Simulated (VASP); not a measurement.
# BeS (F-43m) in VASP: a series of runs

One crystal, BeS, is run at these levels: PBEsol; tasks: relaxation of cell and atoms.

All numbers are computed with VASP 6.6.1; they aren't measurements. Logs are shortened: lines on timing, memory, paths and dates and some standing lists are left out, and cuts for length are marked.

### Step 1. The crystal as given

It takes space group F-43m (No. 216, cubic). Conventional cell: a = 4.870 Å, b = 4.870 Å, c = 4.870 Å, α = 90.00°, β = 90.00°, γ = 90.00°. Be (site symmetry -43m) is surrounded by 4 S at 2.11 Å. S (site symmetry -43m) has 4 Be at 2.11 Å as nearest neighbours.

The cell is a database's computed one.

### Step 2. Relaxation of cell and atoms, PBEsol

Input file INCAR:

```
SYSTEM = BeS
PREC     = Accurate       ! precision mode
ENCUT    = 300            ! plane-wave cutoff, eV
EDIFF    = 1E-7           ! SCF threshold, eV
ISMEAR   = 0              ! smearing method
SIGMA    = 0.02           ! smearing width, eV
LREAL    = .FALSE.        ! projectors in reciprocal space
LASPH    = .TRUE.         ! aspherical terms in the spheres
NELM     = 80             ! most SCF steps
ALGO     = Fast           ! electronic algorithm
ISIF     = 3              ! what is computed and relaxed
LWAVE    = .FALSE.        ! write WAVECAR
LCHARG   = .FALSE.        ! write CHGCAR
GGA      = PS             ! functional
IBRION   = 2              ! ionic algorithm
NSW      = 90             ! ionic steps
EDIFFG   = -0.005         ! ionic threshold
```

Input file KPOINTS:

```
Automatic mesh
0
G
  8 8 8
  0 0 0
```

Input file POSCAR:

```
BeS
1.0
    0.0000000000      2.4351516500      2.4351516500
    2.4351516500      0.0000000000      2.4351516500
    2.4351516500      2.4351516500      0.0000000000
Be S
1 1
Direct
    0.0000000000      0.0000000000      0.0000000000
    0.2500000000      0.2500000000      0.2500000000
```

Potentials or basis: VASP PAW PBE potentials, release 64 (Be, S).

Command:

```
cat potpaw_PBE.64/Be/POTCAR potpaw_PBE.64/S/POTCAR > POTCAR
mpirun -np 1 vasp_std > vasp.out
```

OUTCAR:

```text
SYSTEM = BeS
   PREC = Accurate
   ENCUT = 300
   EDIFF = 1E-7
   ISMEAR = 0
   LREAL = .FALSE.
   LASPH = .TRUE.
   NELM = 80
   ISIF = 3
   GGA = PS
   IBRION = 2
   NSW = 90
   EDIFFG = -0.005

 ion  position               nearest neighbor table
   1  0.000  0.000  0.000-   2 2.11   2 2.11   2 2.11   2 2.11
   2  0.250  0.250  0.250-   1 2.11   1 2.11   1 2.11   1 2.11

  LATTYP: Found a face centered cubic cell.
 ALAT       =     4.8703033000

  Lattice vectors:

 A1 = (   0.0000000000,   2.4351516500,   2.4351516500)
 A2 = (   2.4351516500,   0.0000000000,   2.4351516500)
 A3 = (   2.4351516500,   2.4351516500,   0.0000000000)

Analysis of symmetry for initial positions (statically):
=====================================================================
 Subroutine PRICEL returns:
 Original cell was already a primitive cell.

 Routine SETGRP: Setting up the symmetry group for a
 face centered cubic supercell.

 Subroutine GETGRP returns: Found 24 space group operations
 (whereof 24 operations were pure point group operations)
 out of a pool of 48 trial point group operations.

The static configuration has the point symmetry T_d .

Analysis of symmetry for dynamics (positions and initial velocities):
=====================================================================
 Subroutine PRICEL returns:
 Original cell was already a primitive cell.

 Routine SETGRP: Setting up the symmetry group for a
 face centered cubic supercell.

 Subroutine GETGRP returns: Found 24 space group operations
 (whereof 24 operations were pure point group operations)
 out of a pool of 48 trial point group operations.

The dynamic configuration has the point symmetry T_d .

 Subroutine INISYM returns: Found 24 space group operations
 (whereof 24 operations are pure point group operations),
 and found     1 'primitive' translations

----------------------------------------------------------------------------------------

                                     Primitive cell

  volume of cell :      28.8807

  direct lattice vectors                    reciprocal lattice vectors
     0.000000000  2.435151650  2.435151650    -0.205326021  0.205326021  0.205326021
     2.435151650  0.000000000  2.435151650     0.205326021 -0.205326021  0.205326021
[... 93 lines left out ...]
   POTIM  = 0.5000    time-step for ionic-motion
   TEBEG  =    0.0;   TEEND  =   0.0 temperature during run
   PSTRESS=    0.0 pullay stress
   NELECT =       8.0000    total number of electrons
   NUPDOWN=      -1.0000    fix difference up-down
   EMIN   =  10.00;   EMAX   =-10.00  energy-range for DOS
   EFERMI =   0.00;   METHOD = LEGACY
   ISMEAR =     0;   SIGMA  =   0.02  broadening in eV -4-tet -1-fermi 0-gaus
   EFERMI_NEDOS =   21; number of points for ismear=-14 and -15
   IALGO  =     68    algorithm
   IMIX   =      4    mixing-type and parameters
     AMIX     =   0.40;   BMIX     =  1.00
     AMIX_MAG =   1.60;   BMIX_MAG =  1.00
  volume/ion in A,a.u.               =      14.44        97.45
  Fermi-wavevector in a.u.,A,eV,Ry     =   1.067175  2.016668 15.495153  1.138862
  Thomas-Fermi vector in A             =   2.202783
   LORBIT       =      0    0 simple, 1 ext, 2 COOP (PROOUT), +10 PAW based schemes
   GGA     = PS    functional components
   LHFCALC =     F    Hartree Fock is set to
   AEXX    =    0.0000 exact exchange contribution
   IVDW    =     0    specifies the selected vdW correction
   LEPSILON=     F    determine dielectric tensor
   LRPA    =     F    only Hartree local field effects (RPA)
 conjugate gradient relaxation of ions
 non-spin polarized calculation
 RMM-DIIS sequential band-by-band and
 Gauss-broadening in eV      SIGMA  =   0.02
  energy-cutoff  :      300.00
  volume of cell :       28.88
 maximum number of plane-waves:       360
   NGX =  9   NGY =  9   NGZ =  9

--------------------------------------- Ionic step        1  -------------------------------------------

 number of electron       8.0000006 magnetization

 Free energy of the ion-electron system (eV)
  ---------------------------------------------------
  ext. energy  EPLUGINS =         0.00000000
  ---------------------------------------------------
  free energy    TOTEN  =       -10.55550340 eV

  energy without entropy =      -10.55550340  energy(sigma->0) =      -10.55550340

------------------------ aborting loop because EDIFF is reached ----------------------------------------

  FORCE on cell =-STRESS in cart. coord.  units (eV):
  Direction    XX          YY          ZZ          XY          YZ          ZX
  --------------------------------------------------------------------------------------
  -------------------------------------------------------------------------------------
  Total       -0.3508922     -0.3508922     -0.3508922      0.0000000      0.0000000      0.0000000
  in kB      -19.4659795    -19.4659795    -19.4659795      0.0000000      0.0000000      0.0000000
  external PRESSURE =     -19.4659795 kB  Pullay stress =       0.0000000 kB
[... 59 lines left out ...]
--------------------------------------- Ionic step        3  -------------------------------------------

 number of electron       8.0000004 magnetization

 Free energy of the ion-electron system (eV)
  ---------------------------------------------------
  ext. energy  EPLUGINS =         0.00000000
  ---------------------------------------------------
  free energy    TOTEN  =       -10.55911038 eV

  energy without entropy =      -10.55911038  energy(sigma->0) =      -10.55911038

 E-fermi :   4.3493     XC(G=0):  -9.9332

 val. band max:        4.2281130432   @ k =   0.0000   0.0000   0.0000
 cond. band min:       7.1408603048   @ k =   0.5000   0.5000   0.0000
 fundamental gap:      2.9127472617
 Fermi energy:         4.3493387538

 k-point     1 :       0.0000    0.0000    0.0000
  band No.  band energies     occupation
      1      -9.5447      2.00000
      2       4.2281      2.00000
      3       4.2281      2.00000
      4       4.2281      2.00000
      5       9.8415      0.00000
      6       9.8415      0.00000
      7       9.8415      0.00000
      8       9.9991      0.00000
[... 243 lines left out ...]
 k-point    24 :      -0.3750    0.2500    0.1250
  band No.  band energies     occupation
      1      -7.6047      2.00000
      2      -1.1429      2.00000
      3       1.3928      2.00000
      4       2.3427      2.00000
      5      10.1992      0.00000
      6      10.7538      0.00000
      7      13.3569      0.00000
      8      14.6926      0.00000

 [... further k-points ...]
[... 5 lines left out ...]
  --------------------------------------------------------------------------------------
  -------------------------------------------------------------------------------------
  Total        0.0014742      0.0014742      0.0014742      0.0000000      0.0000000      0.0000000
  in kB        0.0834690      0.0834690      0.0834690      0.0000000      0.0000000      0.0000000
  external PRESSURE =       0.0834690 kB  Pullay stress =       0.0000000 kB
[... 17 lines left out ...]
  FREE ENERGIE OF THE ION-ELECTRON SYSTEM (eV)
  ---------------------------------------------------
  free  energy   TOTEN  =       -10.5591103795 eV

  energy  without entropy=      -10.5591103795  energy(sigma->0) =      -10.55911038

 reached required accuracy - stopping structural energy minimisation
```

OSZICAR:

```text
N       E                     dE             d eps       ncg     rms          rms(c)
DAV:   1     0.104376037061E+02    0.10438E+02   -0.31486E+03   480   0.560E+02
DAV:   2    -0.104090590149E+02   -0.20847E+02   -0.19671E+02   728   0.961E+01
DAV:   3    -0.107337431037E+02   -0.32468E+00   -0.32468E+00   520   0.155E+01
[... 31 lines left out ...]
RMM:   5    -0.105591104424E+02    0.36935E-05   -0.54020E-06   464   0.220E-02    0.694E-03
RMM:   6    -0.105591108456E+02   -0.40321E-06   -0.13631E-06   464   0.107E-02    0.104E-02
RMM:   7    -0.105591105121E+02    0.33353E-06   -0.23703E-07   368   0.483E-03    0.407E-03
RMM:   8    -0.105591103632E+02    0.14887E-06   -0.22571E-07   351   0.359E-03    0.110E-03
RMM:   9    -0.105591103795E+02   -0.16236E-07   -0.16711E-08   293   0.133E-03
   3 F= -.10559110E+02 E0= -.10559110E+02  d E =-.360698E-02
```

Wall time 10 s (1 thread of Intel Xeon Platinum 8259CL at 2.50GHz (Skylake/Cascade Lake), shared host); peak memory 0.12 GiB.

What came out:

* Free energy: -10.5591 eV
* Relaxed volume: 14.15 Å³/atom
* Relaxed cell: a = 3.420 Å, b = 3.420 Å, c = 3.420 Å, α = 60.00°, β = 60.00°, γ = 60.00°
* Space group after relaxing (to 0.05 Å): F-43m (No. 216)
* Energy gained by relaxing: 1.8 meV/atom
* Ionic steps: 3
* Pressure after relaxing: 0.0 GPa
* Band gap on the k mesh: 2.91 eV, indirect (least direct gap 5.61 eV)

The path:
```csv
step,energy change (eV),largest force (eV/Å),pressure (GPa),volume (Å³)
1,0.0000,0.0000,-1.95,28.88
2,-0.0034,0.0000,0.51,28.15
3,-0.0036,0.0000,0.01,28.30
```

Final structure:
```xyz
2
Lattice="0.0000 2.4186 2.4186 2.4186 0.0000 2.4186 2.4186 2.4186 0.0000" Properties=species:S:1:pos:R:3 pbc="T T T"
Be    0.0000    0.0000    0.0000
S     1.2093    1.2093    1.2093
```

Caveat: the cutoff is under 1.25 times the usual one of these potentials, so pressure, stress and relaxed cells hold a basis-set (Pulay) error; the PAW data sets were made with another functional, which shifts forces and pressure a little.

### Step 3. Relaxation of cell and atoms, PBEsol

INCAR: that of step 2 with these lines changed.

```diff
@@ -2,3 +2,3 @@
 PREC     = Accurate       ! precision mode
-ENCUT    = 300            ! plane-wave cutoff, eV
+ENCUT    = 600            ! plane-wave cutoff, eV
 EDIFF    = 1E-7           ! SCF threshold, eV
```

Input file KPOINTS:

```
Automatic mesh
0
G
  4 4 4
  0 0 0
```

POSCAR is that of step 2.

Potentials or basis: VASP PAW PBE potentials, release 64 (Be, S).

Command:

```
cat potpaw_PBE.64/Be/POTCAR potpaw_PBE.64/S/POTCAR > POTCAR
mpirun -np 1 vasp_std > vasp.out
```

It took 11 s on 1 thread of Intel Xeon Platinum 8259CL at 2.50GHz (Skylake/Cascade Lake), shared host; peak memory 0.15 GiB.

Results (log left out):

- Free energy: -10.5104 eV
- Relaxed volume: 14.27 Å³/atom
- Relaxed cell: a = 3.430 Å, b = 3.430 Å, c = 3.430 Å, α = 60.00°, β = 60.00°, γ = 60.00°
- Space group after relaxing (to 0.05 Å): F-43m (No. 216)
- Energy gained by relaxing: 0.6 meV/atom
- Ionic steps: 3
- Pressure after relaxing: 0.0 GPa
- Band gap on the k mesh: 2.91 eV, indirect (least direct gap 5.59 eV)

Step by step:
| step | energy change (eV) | largest force (eV/Å) | pressure (GPa) | volume (Å³) |
| --- | --- | --- | --- | --- |
| 1 | 0.0000 | 0.0000 | -1.14 | 28.88 |
| 2 | -0.0012 | 0.0000 | 0.27 | 28.45 |
| 3 | -0.0013 | 0.0000 | 0.00 | 28.53 |

Final structure:
```
Be S
1.0
     0.00000    2.42529    2.42529
     2.42529    0.00000    2.42529
     2.42529    2.42529    0.00000
Be S
1 1
Cartesian
  0.0000 0.0000 0.0000
  1.2126 1.2126 1.2126
```

Levels at points of the mesh, in eV from the valence-band top:
```
           k point  band 1  band 2  band 3  band 4  band 5  band 6  band 7  band 8
(0.00, 0.00, 0.00)  -13.72    0.00    0.00    0.00    5.59    5.59    5.59    5.70
(0.50, 0.00, 0.00)  -12.08   -5.87   -1.05   -1.05    5.36    6.47    6.47   10.96
(0.50, 0.50, 0.00)  -11.53   -5.08   -2.68   -2.68    2.91    4.80   12.73   12.73
```

Caveat: the k mesh is coarse (spacing up to 0.56 Å⁻¹), so the values aren't converged; the PAW data sets were made with another functional, which shifts forces and pressure a little.
